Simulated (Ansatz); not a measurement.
# 6-layer 2H-MoS2 (2H stacking) in a perpendicular field, part 2 of 2

What dipole does a perpendicular field induce in the 6-layer 2H-MoS2 (2H stacking), and does the gap follow? A positive field points along +c.

Ansatz 0.2.0; plane-wave DFT, PBE-D3(BJ), Ansatz PAW.

So far. Step 2 (Relaxation): The lattice constant a goes from 3.180 to 3.150 Å.

## 3. Single point, field 0, start network

A sawtooth potential applies the field, turning back in the middle of the vacuum. With the dipole correction the typed value is the field outside the slab. The induced dipole is small, so the SCF threshold is tight.

The cell differs from the one that the last finished run ended in (c 100.176 → 51.379 Å).

input.yaml

```yaml
crystal:
  lattice:
    - [3.1499516442, 0.0, 0.0]
    - [-1.5749758221, 2.7279381446, 0.0]
    - [0.0, 0.0, 51.379075007]
  atoms:
    - { symbol: S, position: [0.3333333333, 0.6666666667, 0.1751685876] }
    - { symbol: Mo, position: [0.0, 0.0, 0.2056905654] }
    - { symbol: S, position: [0.3333333333, 0.6666666667, 0.2361810995] }
    - { symbol: S, position: [0.0, 0.0, 0.2930244983] }
    - { symbol: Mo, position: [0.3333333333, 0.6666666667, 0.3234989424] }
    - { symbol: S, position: [0.0, 0.0, 0.3539724549] }
    - { symbol: S, position: [0.3333333333, 0.6666666667, 0.4107083974] }
    - { symbol: Mo, position: [0.0, 0.0, 0.4411812993] }
    - { symbol: S, position: [0.3333333333, 0.6666666667, 0.4716542533] }
    - { symbol: S, position: [0.0, 0.0, 0.5283457467] }
    - { symbol: Mo, position: [0.3333333333, 0.6666666667, 0.5588187007] }
    - { symbol: S, position: [0.0, 0.0, 0.5892916026] }
    - { symbol: S, position: [0.3333333333, 0.6666666667, 0.6460275451] }
    - { symbol: Mo, position: [0.0, 0.0, 0.6765010576] }
    - { symbol: S, position: [0.3333333333, 0.6666666667, 0.7069755017] }
    - { symbol: S, position: [0.0, 0.0, 0.7638189005] }
    - { symbol: Mo, position: [0.3333333333, 0.6666666667, 0.7943094346] }
    - { symbol: S, position: [0.0, 0.0, 0.8248314124] }
kpoints:
  mp_grid: { grid: [18, 18, 1] }
  band_path:
    path: [[0, 0, 0], [0.5, 0, 0], [0.33333333, 0.33333333, 0], [0, 0, 0]]
    npoints: 16
hamiltonian:
  xc: pbe
  dispersion: d3bj
scf:
  occupations: { method: fermi_dirac, width: 0.02585 }
  convergence: { dr2_threshold: 1.0e-10 }
efield:
  axis: 3
  dipole_correction: true
  ramp_position: 0.97
  ramp_width: 0.06
  amplitude: 0
output:
  dos: { projected: true, e_range: [-6, 5] }
  write_potential: true
  write_density: true
  volumetric_format: npy
  elf: true
```

Run with:

```
> ansatz run input.yaml --threads 4 --pin off --max-ram 16384MiB --backend cpu --events-out ev --progress --plain --runs-dir out
```

Numbers of over 12 decimals in the logs are rounded to 6 here.

Output:

```text
[...]
Crystal: 18 atoms, lattice volume = 441.494 Å³
Basis set: ecut = 420 eV, 8535 PW (Γ)
Bands: 96, of which v1, the nominal top of the filled ones, is band 78 counted from 1 (77 counted from 0)
Symmetry: 6 space group operations
k-points: 37 of 324 (time reversal used)
[...]
SCF iter   1: F=—  HF=-40583.961090 eV  |F-HF|=—  |Δ(HF+E_count)|=         —  Δρ=4.90e-3  dr2=1.32e-1  ethr=1.77e-3  p=0.000 e·Å  D=1.48e-14 V/Å  ΔV_dip=-0.00 eV  dr2_dipole=4.83e-7  V_vac-E_F(+/−)=4.66/4.66 eV  ⟨swp⟩=8.0  Hψ=16593  notcnv=0  defer=6
efield: sawtooth ramp at fractional position 0.9700 (set: `efield.ramp_position`, or a place that a band, a saddle search or an elastic batch's reference lends), width 0.0600; the density the first Hamiltonian is built on has a dipole p = 0.000 e·Å; the dipole correction subtracts the counter field D = 1.48e-14 V/Å, which shifts the + side's vacuum level by -0.00 eV against the − side's; the planar-averaged density in the ramp window peaks in size at 3.7e-5 e/Å³
[...]
SCF iter   2: F=—  HF=-40583.980355 eV  |F-HF|=—  |Δ(HF+E_count)|=   1.93e-2  Δρ=2.74e-3  dr2=1.26e-2  ethr=8.44e-5  p=-0.000 e·Å  D=-4.81e-5 V/Å  ΔV_dip=0.00 eV  dr2_dipole=3.21e-7  V_vac-E_F(+/−)=4.88/4.88 eV  ⟨swp⟩=2.6  Hψ=5668  notcnv=0  defer=359
[...]
SCF iter  14: F=-40583.994108 eV  HF=-40583.994108 eV  |F-HF|=3.64e-11  |Δ(HF+E_count)|=  4.37e-11  Δρ=4.64e-8  dr2=1.75e-11  ethr=1.00e-12  p=0.000 e·Å  D=4.03e-10 V/Å  ΔV_dip=-0.00 eV  dr2_dipole=4.41e-16  V_vac-E_F(+/−)=4.82/4.82 eV  ⟨swp⟩=8.5  Hψ=10810  notcnv=0
SCF 1 converged in 14 iterations: F = -40583.994108 eV  dr2 = 1.75e-11
[...]
NSCF: frozen V_eff on 49 k-points
efield: sawtooth ramp at fractional position 0.9700 (kept from the solve that this one continues, or follows in the run), width 0.0600; the density the first Hamiltonian is built on has a dipole p = 0.000 e·Å; the dipole correction subtracts the counter field D = 4.03e-10 V/Å, which shifts the + side's vacuum level by -0.00 eV against the − side's; the planar-averaged density in the ramp window peaks in size at 1.6e-6 e/Å³
[...]
SCF converged after 14 iterations
Free energy (F): -40583.994108 eV
[...]
Internal energy: -40583.994108 eV  (E = F + TS)
E sigma→0 (E₀):  -40583.994108 eV
Fermi energy:    6.934155 eV
Dipole field:    D = 0.000000 V/Å  (p = 0.000000 e·Å, saw-weighted, corrected)
Work function:   Φ+ = 4.8245 eV   Φ− = 4.8245 eV
Levels:          The Fermi level and band energies are counted from a zero that moves with the ramp; work functions are not
[...]
--- Band table (eV; the first three rows and the last of 37) ---
  k-point 0: bands = [... 74 lower, 6.0991, 6.3098, 6.4525, 6.5358, 8.6410, 8.6410, 8.6430, 8.6430, ... 14 higher]
  k-point 1: bands = [... 74 lower, 6.0653, 6.2486, 6.3698, 6.4391, 8.5903, 8.5927, 8.5972, 8.6035, ... 14 higher]
  k-point 2: bands = [... 74 lower, 5.9232, 6.0421, 6.1143, 6.1524, 8.4374, 8.4477, 8.4616, 8.4664, ... 14 higher]
  k-point 36: bands = [... 74 lower, 5.7932, 5.8386, 5.8799, 5.9079, 7.6166, 7.6166, 7.6177, 7.6177, ... 14 higher]
```

The job ended after 2.2 min (4 threads of Arm Neoverse V1, shared host; peak memory 2.4 GiB; 8.7 min of CPU time).

Numbers from this step:

| Quantity | Value |
| --- | --- |
| dipole along the normal | 4.74e-8 e·Å |
| gap along the path | 0.8472 eV |
| smallest direct gap along the path | 1.709 eV |
| ionisation energy, upper face | 5.223 eV |
| electron affinity, upper face | 4.376 eV |
| gap, the smaller of path and mesh | 0.8472 eV |

Running mean over a fixed 2.7 Å (it still follows the layers) of the planar mean; the ramp of the sawtooth is left out. Table of electron's electrostatic potential energy less the Fermi level by z:

| z (Å) | electron's electrostatic potential energy less the Fermi level (eV) |
| --- | --- |
| 4 | 4.82 |
| 5 | 4.82 |
| 6 | 4.79 |
| 7 | 4.02 |
| 8 | -0.507 |
| 9 | -6.17 |
| 10 | -12.0 |
| 11 | -12.0 |
| 12 | -7.37 |
| 13 | -1.85 |
| 14 | -1.46 |
| 15 | -5.80 |
| 16 | -12.0 |
| 17 | -12.0 |
| 18 | -7.83 |
| 19 | -2.01 |
| 20 | -1.42 |
| 21 | -5.45 |
| 22 | -11.9 |
| 23 | -12.0 |
| 24 | -8.22 |
| 25 | -2.14 |
| 26 | -1.38 |
| 27 | -5.12 |
| 28 | -11.9 |
| 29 | -12.0 |
| 30 | -8.59 |
| 31 | -2.27 |
| 32 | -1.32 |
| 33 | -4.80 |
| 34 | -11.8 |
| 35 | -12.0 |
| 36 | -8.97 |
| 37 | -2.41 |
| 38 | -1.26 |
| 39 | -4.44 |
| 40 | -11.6 |
| 41 | -11.9 |
| 42 | -9.36 |
| 43 | -2.26 |
| 44 | 2.60 |
| 45 | 4.71 |
| 46 | 4.82 |
| 47 | 4.82 |

The density of states has structure finer than the step of the table below, so its rows give means over 0.2 eV, whole bins alone (the curve runs from -6 to 1.55 eV). Peaks (eV: height): -5.04: 23.4, -4.68: 25.1, -4.24: 35.4, -3.11: 31.4, -3.02: 28.5, -1.89: 33.1, 1.25: 35.1.

Density of states against energy, zero at the Fermi level of the run, which the smearing sets inside the gap; means over each step:

| energy (eV) | density of states (states/eV a cell) |
| --- | --- |
| -5.8 | 7.64 |
| -5.6 | 5.71 |
| -5.4 | 8.70 |
| -5.2 | 13.9 |
| -5.0 | 19.5 |
| -4.8 | 17.2 |
| -4.6 | 14.2 |
| -4.4 | 15.6 |
| -4.2 | 25.7 |
| -4.0 | 14.3 |
| -3.8 | 10.2 |
| -3.6 | 10.1 |
| -3.4 | 10.8 |
| -3.2 | 16.7 |
| -3.0 | 24.8 |
| -2.8 | 17.7 |
| -2.6 | 14.1 |
| -2.4 | 15.5 |
| -2.2 | 10.0 |
| -2.0 | 13.9 |
| -1.8 | 20.4 |
| -1.6 | 15.7 |
| -1.4 | 8.32 |
| -1.2 | 4.99 |
| -1.0 | 1.54 |
| -0.8 | 0.997 |
| -0.6 | 0.596 |
| -0.4 | 0.106 |
| -0.2 | 0 |
| 0.0 | 0 |
| 0.2 | 0 |
| 0.4 | 0.287 |
| 0.6 | 2.81 |
| 0.8 | 9.64 |
| 1.0 | 14.1 |
| 1.2 | 25.7 |
| 1.4 | 22.8 |

Projected DOS per atom over height of the atomic layer and energy from the Fermi level. Layers: S Mo S S Mo S S Mo S S Mo S S Mo S S Mo S from below.

Ten even steps from '0' (0.00 states/eV) to '9' (2.83 states/eV), each cell a mean:
```
392292292292292293
161161161161161161
010020020020020010
000000000000000000
000000000000000000
000000000000000000
000000000000000000
000000000000000000
030030030030030030
261261161161162162
232131131131131232
313313313313313313
323323323323323323
434444444444444434
121121121121121121
121121121121121121
343343343343343343
222222222222222222
433333333333333334
323323323323323323
111111111111111111
111111111111111111
```
Columns: height of the atomic layer (Å) from 9 to 42.4 (not evenly spaced); rows upwards: energy from the Fermi level (eV) from -5.96 to 1.51.

The electronic bands at the labelled points (eV, zero at the Fermi level of the run, which the smearing sets inside the gap):

| point | band 75 | band 76 | band 77 | band 78 | band 79 | band 80 | band 81 | band 82 |
| --- | --- | --- | --- | --- | --- | --- | --- | --- |
| Γ | -0.83 | -0.62 | -0.48 | -0.40 | 1.71 | 1.71 | 1.71 | 1.71 |
| halfway | -1.84 | -1.82 | -1.82 | -1.82 | 0.81 | 0.91 | 1.05 | 1.18 |
| M | -1.78 | -1.75 | -1.73 | -1.72 | 1.23 | 1.24 | 1.25 | 1.26 |
| halfway | -1.43 | -1.39 | -1.35 | -1.32 | 1.07 | 1.10 | 1.13 | 1.16 |
| K | -1.14 | -1.10 | -1.05 | -1.03 | 0.68 | 0.68 | 0.68 | 0.68 |
| halfway | -1.91 | -1.90 | -1.90 | -1.90 | 0.45 | 0.56 | 0.71 | 0.88 |
| Γ | -0.83 | -0.62 | -0.48 | -0.40 | 1.71 | 1.71 | 1.71 | 1.71 |

Valence density in the ca plane at fractional y = 0.667, with atoms of S and Mo within 0.2 Å of it. It is the smooth field of the valence electrons, not physical close to the nuclei.

Ten steps, logarithmic in the rise over the least value, from '0' (0.0 e/Å³) to '9' (6.4 e/Å³), each cell a mean:
```
00000000000000000012333455433321112344443334
00000000000000000012233455433221112344443334
00000000000000000124444444444432111334444544
00000000000000001245665433456654211223457886
00000000000000001356556433465565311122479997
00000000000000001356456433465465311122479998
00000000000000001345665433456654211223458986
00000000000000000134454444445443111234445554
```
Columns run along c (16.0 Å, from fractional 0.03 to 0.35 of the cell), rows up along a (3.1 Å). Atoms in or near the plane, at fractional coordinates: S at (0.18, 0.33), S at (0.24, 0.33), Mo at (0.32, 0.33).

ELF in the ca plane at fractional y = 0.667, with atoms of S and Mo within 0.2 Å of it. It is the smooth field of the valence electrons, not physical close to the nuclei.

Ten even steps from '0' (0.00) to '9' (0.94), each cell a mean:
```
00000000000000000012332233123321015788753224
00000000000000000012221133112210015788753235
00000000000000012467775222257775102577632222
00000000000000147899888422588899600234335763
00000000000001368997237622673279820012257576
00000000000001368997137622672179820012267566
00000000000000147999788522587799610134336764
00000000000000013578875222368876202566532322
```
Columns run along c (16.0 Å, from fractional 0.03 to 0.35 of the cell), rows up along a (3.1 Å). Atoms in or near the plane, at fractional coordinates: S at (0.18, 0.33), S at (0.24, 0.33), Mo at (0.32, 0.33).

Electrostatic potential energy in the ca plane at fractional y = 0.667, with atoms of S and Mo within 0.2 Å of it. With pseudopotentials it is smooth inside the atoms' cores, unlike the true potential.

Values in eV, 5 rows by 16 columns, each cell a mean:
```
 12  12  12  12  12  12  11   8  -3  -6   7  10   9  -1   5   5
 12  12  12  12  12  12   9   2   0  -1   1   8  10   4  -1  -4
 12  12  12  12  12  12   2 -27  -2   2 -26  -4  11   8 -24 -33
 12  12  12  12  12  12  -1 -29  -4   0 -28  -8  11   8 -28 -37
 12  12  12  12  12  12   8  -8   1   1  -8   5  10   6  -8 -15
```
Columns run along c (16.0 Å, from fractional 0.03 to 0.35 of the cell; values clipped at the 3rd and 97th percentile), rows up along a (3.1 Å). Atoms in or near the plane, at fractional coordinates: S at (0.18, 0.33), S at (0.24, 0.33), Mo at (0.32, 0.33).

The gap is 0.85 eV, with the valence edge 5.22 eV and the conduction edge 4.38 eV under the upper vacuum level.

## 4. Single point, field 0.1 V/Å

input.yaml, as its differences from that of step 3:

```diff
@@ -40,5 +40,4 @@
   ramp_width: 0.06
-  amplitude: 0
+  amplitude: 0.1
 output:
-  dos: { projected: true, e_range: [-6, 5] }
   write_potential: true
@@ -46,2 +45 @@
   volumetric_format: npy
-  elf: true
```

Output:

```text
[...]
Crystal: 18 atoms, lattice volume = 441.494 Å³
Basis set: ecut = 420 eV, 8535 PW (Γ)
Bands: 96, of which v1, the nominal top of the filled ones, is band 78 counted from 1 (77 counted from 0)
Symmetry: 6 space group operations
k-points: 37 of 324 (time reversal used)
[...]
k-point 0: bands = [... 74 lower, 6.0864, 6.2922, 6.4487, 6.6100, 8.4592, 8.4592, 8.5248, 8.5248, ... 14 higher]
  k-point 1: bands = [... 74 lower, 6.0494, 6.2279, 6.3686, 6.5210, 8.3964, 8.4694, 8.5328, 8.5523, ... 14 higher]
  k-point 2: bands = [... 74 lower, 5.8939, 6.0138, 6.1267, 6.2582, 8.2492, 8.2866, 8.3650, 8.4429, ... 14 higher]
  k-point 36: bands = [... 74 lower, 5.7677, 5.8528, 5.9435, 6.0639, 7.4162, 7.4903, 7.5746, 7.6590, ... 14 higher]
[key lines of the parts left out:]
SCF converged after 16 iterations
Free energy (F): -40584.001497 eV
Fermi energy:    6.932433 eV
Dipole field:    D = 0.060567 V/Å  (p = 0.147774 e·Å, saw-weighted, corrected)
```

Elapsed: 2.4 min, on 4 threads; peak memory 2.3 GiB; 9.4 min of CPU time.

The dipole is 0.148 e·Å, and the gap 0.697 eV.

## 5. Atoms held, field -0.1 V/Å

input.yaml, as its differences from that of step 4:

```diff
@@ -40,3 +40,3 @@
   ramp_width: 0.06
-  amplitude: 0.1
+  amplitude: -0.1
 output:
```

Output:

```text
[...]
Crystal: 18 atoms, lattice volume = 441.494 Å³
Basis set: ecut = 420 eV, 8535 PW (Γ)
Bands: 96, of which v1, the nominal top of the filled ones, is band 78 counted from 1 (77 counted from 0)
Symmetry: 6 space group operations
k-points: 37 of 324 (time reversal used)
[...]
k-point 0: bands = [... 74 lower, 6.0864, 6.2922, 6.4487, 6.6100, 8.4592, 8.4592, 8.5248, 8.5248, ... 14 higher]
  k-point 1: bands = [... 74 lower, 6.0494, 6.2279, 6.3686, 6.5210, 8.3964, 8.4694, 8.5328, 8.5523, ... 14 higher]
  k-point 2: bands = [... 74 lower, 5.8939, 6.0138, 6.1267, 6.2582, 8.2492, 8.2866, 8.3650, 8.4429, ... 14 higher]
  k-point 36: bands = [... 74 lower, 5.7677, 5.8528, 5.9435, 6.0639, 7.4162, 7.4903, 7.5746, 7.6590, ... 14 higher]
[key lines of the parts left out:]
SCF converged after 16 iterations
Free energy (F): -40584.001497 eV
Fermi energy:    6.932435 eV
Dipole field:    D = -0.060567 V/Å  (p = -0.147774 e·Å, saw-weighted, corrected)
```

It took 2.4 min on 4 threads; peak memory 2.3 GiB.

The dipole is -0.148 e·Å, and the gap 0.697 eV.

## 6. Single point, field 0.2 V/Å

input.yaml, as its differences from that of step 5:

```diff
@@ -40,3 +40,3 @@
   ramp_width: 0.06
-  amplitude: -0.1
+  amplitude: 0.2
 output:
```

Output:

```text
[...]
Crystal: 18 atoms, lattice volume = 441.494 Å³
Basis set: ecut = 420 eV, 8535 PW (Γ)
Bands: 96, of which v1, the nominal top of the filled ones, is band 78 counted from 1 (77 counted from 0)
Symmetry: 6 space group operations
k-points: 37 of 324 (time reversal used)
[...]
k-point 0: bands = [... 74 lower, 6.0511, 6.2709, 6.4881, 6.7446, 8.2485, 8.2485, 8.3918, 8.3918, ... 14 higher]
  k-point 1: bands = [... 74 lower, 6.0067, 6.2089, 6.4165, 6.6620, 8.1834, 8.3288, 8.3333, 8.3677, ... 14 higher]
  k-point 2: bands = [... 74 lower, 5.8363, 6.0101, 6.1977, 6.4162, 8.0317, 8.0946, 8.2520, 8.2553, ... 14 higher]
  k-point 36: bands = [... 74 lower, 5.7249, 5.8938, 6.0648, 6.2654, 7.2040, 7.3633, 7.5319, 7.7006, ... 14 higher]
[key lines of the parts left out:]
SCF converged after 16 iterations
Free energy (F): -40584.023665 eV
Fermi energy:    6.925740 eV
Dipole field:    D = 0.121160 V/Å  (p = 0.295613 e·Å, saw-weighted, corrected)
```

Wall time 2.4 min (4 threads); peak memory 2.3 GiB.

The dipole is 0.296 e·Å, and the gap 0.415 eV.

## 7. Single point, field 0.3 V/Å

input.yaml, as its differences from that of step 6:

```diff
@@ -40,3 +40,3 @@
   ramp_width: 0.06
-  amplitude: 0.2
+  amplitude: 0.3
 output:
```

Output:

```text
[...]
Crystal: 18 atoms, lattice volume = 441.494 Å³
Basis set: ecut = 420 eV, 8535 PW (Γ)
Bands: 96, of which v1, the nominal top of the filled ones, is band 78 counted from 1 (77 counted from 0)
Symmetry: 6 space group operations
k-points: 37 of 324 (time reversal used)
[...]
k-point 0: bands = [... 74 lower, 6.0174, 6.2714, 6.5428, 6.8672, 8.0763, 8.0763, 8.2702, 8.2702, ... 14 higher]
  k-point 1: bands = [... 74 lower, 5.9710, 6.2136, 6.4762, 6.7888, 8.0096, 8.1587, 8.1802, 8.2343, ... 14 higher]
  k-point 2: bands = [... 74 lower, 5.8214, 6.0282, 6.2699, 6.5540, 7.8521, 7.9348, 8.0873, 8.1612, ... 14 higher]
  k-point 36: bands = [... 74 lower, 5.6902, 5.9241, 6.1609, 6.4343, 7.0317, 7.2628, 7.4974, 7.7309, ... 14 higher]
[key lines of the parts left out:]
SCF converged after 32 iterations
Free energy (F): -40584.060714 eV
Fermi energy:    6.915715 eV
Dipole field:    D = 0.183311 V/Å  (p = 0.447250 e·Å, saw-weighted, corrected)
```

It took 3.2 min on 4 threads; peak memory 2.3 GiB.

The dipole is 0.447 e·Å, and the gap 0.154 eV.

## 8. Response, atoms held

This step: plane-wave DFT, PBE-D3(BJ), Ansatz PAW; response to a field along the normal, atoms held (Ansatz 0.2.0).

The dipoles give the slope, and the difference of two potentials shows where the field is screened.

This step gave:

- equivalent conductor thickness p/(ε₀AE): 31.12 Å
- distance between the outer atoms: 33.38 Å

Dipole of the cell against applied field:

| applied field (V/Å) | dipole of the cell (e·Å) |
| --- | --- |
| -0.100 | -0.148 |
| 0.000 | 0 |
| 0.100 | 0.148 |
| 0.200 | 0.296 |
| 0.300 | 0.447 |

Local field over the applied field, running mean. From the potentials at -0.1 and 0.1 V/Å; running mean over 2.8 Å. Local field over applied field against z:

| z (Å) | local field over applied field |
| --- | --- |
| 5 | 0.996 |
| 6 | 0.965 |
| 7 | 0.802 |
| 8 | 0.493 |
| 9 | 0.195 |
| 10 | 0.0553 |
| 11 | 0.0454 |
| 12 | 0.123 |
| 13 | 0.238 |
| 14 | 0.249 |
| 15 | 0.148 |
| 16 | 0.0511 |
| 17 | 0.0413 |
| 18 | 0.116 |
| 19 | 0.233 |
| 20 | 0.249 |
| 21 | 0.153 |
| 22 | 0.0533 |
| 23 | 0.0398 |
| 24 | 0.110 |
| 25 | 0.229 |
| 26 | 0.250 |
| 27 | 0.159 |
| 28 | 0.0557 |
| 29 | 0.0386 |
| 30 | 0.105 |
| 31 | 0.225 |
| 32 | 0.252 |
| 33 | 0.165 |
| 34 | 0.0584 |
| 35 | 0.0375 |
| 36 | 0.0999 |
| 37 | 0.222 |
| 38 | 0.255 |
| 39 | 0.173 |
| 40 | 0.0640 |
| 41 | 0.0400 |
| 42 | 0.118 |
| 43 | 0.369 |
| 44 | 0.692 |
| 45 | 0.927 |
| 46 | 0.990 |

The induced electron density oscillates, so the rows of the table below give means over windows of 3 Å about each position, cut where the curve ends. Its maxima inside the range that stand out by 2 % of the span (Å: e/Å³ per V/Å): 8.0: 0.00364, 9.1: 0.00107, 11.3: 3.5e-4, 14.3: 0.00208, 17.3: 3.3e-4, 20.3: 0.00208, 23.3: 3.1e-4, 26.3: 0.00205, 29.3: 2.9e-4, 32.4: 0.00208, 35.5: 2.8e-4, 38.4: 0.00209, 41.5: 4.6e-4. Its minima: 8.8: 8.8e-4, 10.0: -4.7e-4, 13.0: -0.00209, 16.0: -3.3e-4, 19.0: -0.00208, 22.0: -3.3e-4, 25.1: -0.00205, 28.1: -3.1e-4, 31.0: -0.00197, 34.1: -3.3e-4, 37.2: -0.00202, 40.1: -3.5e-4, 43.4: -0.00364.

Electrons, planar mean, per unit field. Induced electron density against z; means over each step:

z (Å), induced electron density (e/Å³ per V/Å) and a bar from the least value:
```
     5.64    0.00022 ################
     8.64    0.00153 ##############################
    11.64   -0.00055 #######
    14.64    0.00056 ###################
    17.64   -0.00053 #######
    20.64    0.00053 ###################
    23.64   -0.00050 ########
    26.64    0.00051 ###################
    29.64   -0.00047 ########
    32.64    0.00048 ##################
    35.64   -0.00044 ########
    38.64    0.00045 ##################
    41.64   -0.00057 #######
    44.64   -0.00121
```

The smaller of the gaps on the path and on the k-mesh, counted as 0 under 0.03 eV. Table of gap by applied field:

| applied field (V/Å) | gap (eV) |
| --- | --- |
| -0.100 | 0.697 |
| 0.000 | 0.847 |
| 0.100 | 0.697 |
| 0.200 | 0.415 |
| 0.300 | 0.154 |

By hand: between -0.1 and 0.1 V/Å the dipole changes by 0.2955 e·Å, a slope of 1.478 e·Å²/V. A perfect conductor of thickness t has p = ε₀AEt, so t = 180.95 × 1.478 / 8.593 = 31.12 Å (e/ε₀ = 180.95 V·Å, A in Å²).

The induced dipole is that of a conductor 31.12 Å thick.

## 9. Results

| Item | Value |
| --- | --- |
| gap without field | 0.847 eV |
| ionisation energy, upper face | 5.22 eV |
| electron affinity, upper face | 4.38 eV |
| equivalent conductor thickness, atoms held | 31.1 Å |

In words: The induced dipole equals that of a perfect conductor 31.12 Å thick, while the outer atoms lie 33.38 Å apart; an out-of-plane ε follows only once a thickness t is chosen, by 1 − 1/ε = 31.12 Å / t. The gap goes from 0.85 eV to 0.15 eV at 0.3 V/Å. With the field reversed the gap is 0.70 eV at -0.1 V/Å. Semilocal functionals give gaps that are too small, and excitons are not included. Spin-orbit coupling is left out, which matters for the bands of elements this heavy.

[Logs are printed without paths, hosts, clocks, repeated set-up lines and the standing remarks that a program may print on its own settings, such as how far it seeks lower states.]

[Hosts, paths, dates, database ids (printed as entryN), source tags and the programs' standing remarks are cut or masked in the printed files.]

[Maps of the electrostatic potential energy from Ansatz leave out the sawtooth potential of an applied field or a dipole correction, so their vacuum need not be flat; planar profiles and work functions include it.]

[The density of states shown here was stored with 400 of the rows of the run's finer table, so its peaks can read low, often by over a quarter, or be missed, and its means over a window can be off by a tenth or more.]
